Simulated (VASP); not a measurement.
# SiC (Imm2) in VASP: a series of runs

Runs on SiC. Level: LDA. Tasks: single point, relaxation of the atoms.

All numbers are computed with VASP 6.6.1; they aren't measurements. Logs are shortened: lines on timing, memory, paths and dates and some standing lists are left out, and cuts for length are marked.

## 1. The cell of the first run

Symmetry: Imm2, No. 44, orthorhombic system. The conventional cell has a = 3.031 Å, b = 3.071 Å, c = 4.286 Å, α = 90.00°, β = 90.00°, γ = 90.00°. Around Si (site symmetry mm2) lie 4 C at 1.86 to 1.87 Å. C (site symmetry mm2) is surrounded by 4 Si at 1.86 to 1.87 Å.

The cell was built by a generator and isn't the measured one.

## 2. Single point, LDA (strained cell)

File INCAR:

```
SYSTEM = SiC
ALGO     = Fast           ! electronic algorithm
EDIFF    = 1E-7           ! SCF threshold, eV
ENCUT    = 520            ! plane-wave cutoff, eV
GGA      = CA             ! functional
ISIF     = 2              ! what is computed and relaxed
ISMEAR   = 0              ! smearing method
LASPH    = .TRUE.         ! aspherical terms in the spheres
LCHARG   = .FALSE.        ! write CHGCAR
LREAL    = .FALSE.        ! projectors in reciprocal space
LWAVE    = .FALSE.        ! write WAVECAR
NBANDS   = 11             ! bands
NELM     = 100            ! most SCF steps
PREC     = Accurate       ! precision mode
SIGMA    = 0.02           ! smearing width, eV
```

File KPOINTS:

```
k-points
0
G
  10 10 10
  0 0 0
```

File POSCAR:

```
SiC
1.0
    0.0144761813      2.1573643092      2.1428881279
    2.1573643092      0.0144761813      2.1428881279
    2.1718404906      2.1718404906      0.0000000001
Si C
1 1
Direct
    0.0007410963      0.0007410963     -0.0007410963
    0.2492589037      0.2492589037      0.2507410963
```

Potentials or basis: VASP PAW LDA potentials, release 64 (Si, C).

Run with:

```
$ cat potpaw_LDA.64/Si/POTCAR potpaw_LDA.64/C/POTCAR > POTCAR
$ mpirun -np 1 vasp_std > vasp.out
```

OUTCAR:

```text
SYSTEM = SiC
   EDIFF = 1E-7
   ENCUT = 520
   GGA = CA
   ISIF = 2
   ISMEAR = 0
   LASPH = .TRUE.
   LREAL = .FALSE.
   NELM = 100
   PREC = Accurate

 ion  position               nearest neighbor table
   1  0.001  0.001  0.999-   2 1.86   2 1.86   2 1.87   2 1.87
   2  0.249  0.249  0.251-   1 1.86   1 1.86   1 1.87   1 1.87

  LATTYP: Found a body centered orthorhombic cell.
 ALAT       =     3.0305014531
 B/A-ratio  =     1.0135109072
 C/A-ratio  =     1.4142135623

  Lattice vectors:

 A1 = (   2.1573643093,   0.0144761814,  -2.1428881278)
 A2 = (  -2.1573643092,  -0.0144761813,  -2.1428881279)
 A3 = (   0.0144761813,   2.1573643092,   2.1428881279)

Analysis of symmetry for initial positions (statically):
=====================================================================
 Subroutine PRICEL returns:
 Original cell was already a primitive cell.

 Routine SETGRP: Setting up the symmetry group for a
 body centered orthorhombic supercell.

 Subroutine GETGRP returns: Found  4 space group operations
 (whereof  4 operations were pure point group operations)
 out of a pool of  8 trial point group operations.

The static configuration has the point symmetry C_2v.

Analysis of symmetry for dynamics (positions and initial velocities):
=====================================================================
 Subroutine PRICEL returns:
 Original cell was already a primitive cell.

 Routine SETGRP: Setting up the symmetry group for a
 body centered orthorhombic supercell.

 Subroutine GETGRP returns: Found  4 space group operations
 (whereof  4 operations were pure point group operations)
 out of a pool of  8 trial point group operations.

The dynamic configuration has the point symmetry C_2v.

 Subroutine INISYM returns: Found  4 space group operations
 (whereof  4 operations are pure point group operations),
 and found     1 'primitive' translations

----------------------------------------------------------------------------------------

                                     Primitive cell

  volume of cell :      19.9461

  direct lattice vectors                    reciprocal lattice vectors
     0.014476181  2.157364309  2.142888128    -0.233329959  0.233329959  0.233329959
     2.157364309  0.014476181  2.142888128     0.233329959 -0.233329959  0.233329959
     2.171840491  2.171840491  0.000000000     0.230219485  0.230219485 -0.233329959

  length of vectors
     3.040789347  3.040789347  3.071446277     0.404139345  0.404139345  0.400555730

  position of ions in fractional coordinates (direct lattice)
     0.000741096  0.000741096  0.999258904
     0.249258904  0.249258904  0.250741096

[... 88 lines left out ...]
   NUPDOWN=      -1.0000    fix difference up-down
   EMIN   =  10.00;   EMAX   =-10.00  energy-range for DOS
   EFERMI =   0.00;   METHOD = LEGACY
   ISMEAR =     0;   SIGMA  =   0.02  broadening in eV -4-tet -1-fermi 0-gaus
   EFERMI_NEDOS =   21; number of points for ismear=-14 and -15
   IALGO  =     68    algorithm
   IMIX   =      4    mixing-type and parameters
     AMIX     =   0.40;   BMIX     =  1.00
     AMIX_MAG =   1.60;   BMIX_MAG =  1.00
  volume/ion in A,a.u.               =       9.97        67.30
  Fermi-wavevector in a.u.,A,eV,Ry     =   1.207311  2.281487 19.831853  1.457600
  Thomas-Fermi vector in A             =   2.342953
   LORBIT       =      0    0 simple, 1 ext, 2 COOP (PROOUT), +10 PAW based schemes
   GGA     = CA    functional components
   LHFCALC =     F    Hartree Fock is set to
   AEXX    =    0.0000 exact exchange contribution
   IVDW    =     0    specifies the selected vdW correction
   LEPSILON=     F    determine dielectric tensor
   LRPA    =     F    only Hartree local field effects (RPA)
 non-spin polarized calculation
 RMM-DIIS sequential band-by-band and
 Gauss-broadening in eV      SIGMA  =   0.02
  energy-cutoff  :      520.00
  volume of cell :       19.95
 maximum number of plane-waves:       548
   NGX = 11   NGY = 11   NGZ = 11

 number of electron       8.0000000 magnetization

 Free energy of the ion-electron system (eV)
  ---------------------------------------------------
  ext. energy  EPLUGINS =         0.00000000
  ---------------------------------------------------
  free energy    TOTEN  =       -16.63403754 eV

  energy without entropy =      -16.63403754  energy(sigma->0) =      -16.63403754

 E-fermi :   8.6294     XC(G=0): -11.7135

 val. band max:        8.5418995374   @ k =   0.0000   0.0000   0.0000
 cond. band min:       9.7058277119   @ k =   0.5000   0.5000   0.0000
 fundamental gap:      1.1639281745
 Fermi energy:         8.6293933121

 k-point     1 :       0.0000    0.0000    0.0000
  band No.  band energies     occupation
      1      -7.1207      2.00000
      2       8.4003      2.00000
      3       8.5141      2.00000
      4       8.5419      2.00000
      5      15.1504      0.00000
      6      15.7947      0.00000
      7      15.9841      0.00000
      8      16.0857      0.00000
      9      23.0581      0.00000
     10      23.2593      0.00000
     11      25.2340      0.00000
[... 309 lines left out ...]
 k-point    24 :       0.4000    0.3000   -0.0000
  band No.  band energies     occupation
      1      -3.8335      2.00000
      2       2.9671      2.00000
      3       5.3071      2.00000
      4       5.6352      2.00000
      5      11.2425      0.00000
      6      14.1380      0.00000
      7      20.3883      0.00000
      8      20.5660      0.00000
      9      22.5503      0.00000
     10      26.7329      0.00000
     11      30.2248      0.00000

 [... further k-points ...]

------------------------ aborting loop because EDIFF is reached ----------------------------------------

  FORCE on cell =-STRESS in cart. coord.  units (eV):
  Direction    XX          YY          ZZ          XY          YZ          ZX
  --------------------------------------------------------------------------------------
  -------------------------------------------------------------------------------------
  Total        0.4750732      0.4750732      0.6850453     -0.4315939     -0.0000000     -0.0000000
  in kB       38.1605091     38.1605091     55.0266355    -34.6680146     -0.0000000     -0.0000000
  external PRESSURE =      43.7825512 kB  Pullay stress =       0.0000000 kB

 VOLUME and BASIS-vectors are now :
 -----------------------------------------------------------------------------
  energy-cutoff  :      520.00
  volume of cell :       19.95
      direct lattice vectors                 reciprocal lattice vectors
     0.014476181  2.157364309  2.142888128    -0.233329959  0.233329959  0.233329959
     2.157364309  0.014476181  2.142888128     0.233329959 -0.233329959  0.233329959
     2.171840491  2.171840491  0.000000000     0.230219485  0.230219485 -0.233329959

 POSITION                                       TOTAL-FORCE (eV/Angst)
 -----------------------------------------------------------------------------------
      2.17184      2.17184      0.00318        -0.000000     -0.000000      0.000455
      1.08592      1.08592      1.06827         0.000000      0.000000     -0.000455
 -----------------------------------------------------------------------------------
    total drift:                                0.000000      0.000000      0.000114

  FREE ENERGIE OF THE ION-ELECTRON SYSTEM (eV)
  ---------------------------------------------------
  free  energy   TOTEN  =       -16.6340375443 eV

  energy  without entropy=      -16.6340375443  energy(sigma->0) =      -16.63403754
```

Run time: 20 s. Hardware: 1 thread of Intel Xeon Platinum 8488C (Sapphire Rapids), shared host; peak memory 0.14 GiB.

What came out:

| Item | Value |
| --- | --- |
| Free energy | -16.6340 eV |
| Pressure | 4.4 GPa |
| Band gap on the k mesh | 1.16 eV, indirect (least direct gap 4.41 eV) |

Stress tensor (GPa, compression positive):
```
 3.82 -3.47  0.00
-3.47  3.82  0.00
 0.00  0.00  5.50
```

A k mesh can miss the band edges.

## 3. Relaxation of the atoms, LDA (strained cell)

File INCAR:

```
PREC = Accurate
ENCUT = 520
EDIFF = 1E-7
ISMEAR = 0
SIGMA = 0.02
LREAL = F
LASPH = T
NELM = 100
ALGO = Normal
ISIF = 2
LWAVE = F
LCHARG = F
GGA = CA
IBRION = 2
NSW = 60
EDIFFG = -0.002
```

File KPOINTS:

```
Automatic mesh
0
Gamma
  10 10 10
```

File POSCAR:

```
SiC
1.0
    0.0144761813      2.1573643092      2.1428881279
    2.1573643092      0.0144761813      2.1428881279
    2.1718404906      2.1718404906      0.0000000000
Si C
1 1
Direct
    0.0003742216      0.0003742216     -0.0003742216
    0.2496257784      0.2496257784      0.2503742216
```

Potentials or basis: VASP PAW LDA potentials, release 64 (Si, C).

Run with:

```
$ cat potpaw_LDA.64/Si/POTCAR potpaw_LDA.64/C/POTCAR > POTCAR
$ mpirun -np 1 vasp_std > vasp.out
```

It took 23 s on 1 thread of Intel Xeon Platinum 8488C (Sapphire Rapids), shared host; peak memory 0.14 GiB.

Results (log left out):

| Item | Value |
| --- | --- |
| Free energy | -16.6340 eV |
| Energy gained by relaxing | 0.1 meV/atom |
| Ionic steps | 3 |
| Pressure after relaxing | 4.4 GPa |
| Band gap on the k mesh | 1.16 eV, indirect (least direct gap 4.41 eV) |

Stress tensor (GPa, compression positive):
```
 3.82 -3.47  0.00
-3.47  3.82  0.00
 0.00  0.00  5.50
```

The path:
```tsv
step	energy change (eV)	largest force (eV/Å)	pressure (GPa)
1	0.0000	0.0646	4.39
2	0.0000	0.0626	4.37
3	-0.0001	0.0000	4.38
```

Final structure:
```xyz
2
Lattice="0.0145 2.1574 2.1429 2.1574 0.0145 2.1429 2.1718 2.1718 0.0000" Properties=species:S:1:pos:R:3 pbc="T T T"
Si    2.1718    2.1718    0.0032
C     1.0859    1.0859    1.0683
```

Levels at points of the mesh, in eV from the valence-band top:
| k point | band 2 | band 3 | band 4 | band 5 | band 6 | band 7 |
| --- | --- | --- | --- | --- | --- | --- |
| (0.00, 0.00, 0.00) | -0.14 | -0.03 | 0.00 | 6.61 | 7.25 | 7.44 |
| (0.50, 0.00, 0.00) | -8.79 | -1.23 | -1.10 | 5.56 | 7.06 | 7.27 |
| (0.50, 0.50, 0.00) | -7.93 | -3.49 | -3.25 | 1.16 | 4.19 | 14.16 |
| (0.00, 0.00, 0.50) | -8.84 | -1.09 | -1.06 | 5.77 | 7.29 | 7.29 |
| (0.50, 0.00, 0.50) | -8.02 | -3.30 | -3.29 | 1.24 | 4.30 | 14.06 |
